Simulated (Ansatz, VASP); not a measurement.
## Two plane-wave programs on B

INCAR

```
SYSTEM = B
PREC = Accurate
ENCUT = 520
EDIFF = 1E-7
ISMEAR = -1
SIGMA = 0.1
LREAL = .FALSE.
LASPH = .TRUE.
NELM = 100
ALGO = Normal
ISIF = 2
LWAVE = .FALSE.
LCHARG = .FALSE.
GGA = PS
NBANDS = 12
```

Contents of KPOINTS:

```
regular mesh
0
G
  14 14 13
  0 0 0
```

The input POSCAR:

```
B
1.0
    2.8522875017      0.0000000000      0.0000000000
   -1.4261437509      2.4701534354      0.0000000000
    0.0000000000      0.0000000000      2.8061200988
B
3
Direct
    0.0000000000      0.0000000000      0.0000000000
    0.3333333333      0.6666666667      0.5000000000
    0.6666666667      0.3333333333      0.5000000000
```

Input for Ansatz:

```yaml
crystal:
  lattice:
    - [2.8522875017, 0.0, 0.0]
    - [-1.4261437509, 2.4701534354, 0.0]
    - [0.0, 0.0, 2.8061200988]
  atoms:
    - { symbol: B, position: [0.0, 0.0, 0.0] }
    - { symbol: B, position: [0.3333333333, 0.6666666667, 0.5] }
    - { symbol: B, position: [0.6666666667, 0.3333333333, 0.5] }
hamiltonian:
  xc: pbesol
  pseudopotentials:
    kind: paw
    azcp:
      B: "pseudopotentials/B.paw.azcp"
basis:
  ecutwfc: 420
  fft_grid_basis: typed
kpoints:
  mp_grid: { grid: [14, 14, 13], shift: [0, 0, 0] }
magnetization:
  spin_polarized: false
scf:
  occupations: { method: fermi_dirac, width: 0.1 }
  lower_state_search: "off"
output:
  stress: true
```

Alike in both runs: task single point; functional PBEsol; k mesh 14 × 14 × 13; occupations fermi-dirac, width 0.1 eV; no spin polarisation.

|  | VASP | Ansatz |
| --- | --- | --- |
| version | VASP 6.6.1 | Ansatz 0.2.0 |
| potentials or method | VASP PAW PBE potentials, release 64 (B) | plane waves (420 eV) with PAW, scalar-relativistic |
| plane-wave cutoff (eV) | 520 | 420 |
| valence electrons in the cell | 9 | 9 |

|  | VASP | Ansatz | Ansatz less VASP |
| --- | --- | --- | --- |
| pressure (GPa) | 0.3 | 0.0 | -0.30 |
| largest component of the traceless stress (GPa) | 0.45 | 0.23 | -0.219 |

With one functional, cell and mesh, what is left measures potentials, basis and numerics. Ansatz warned: «pseudo_functional_mismatch».

Caveats: the PAW data sets were made with another functional, which shifts forces and pressure a little (VASP).
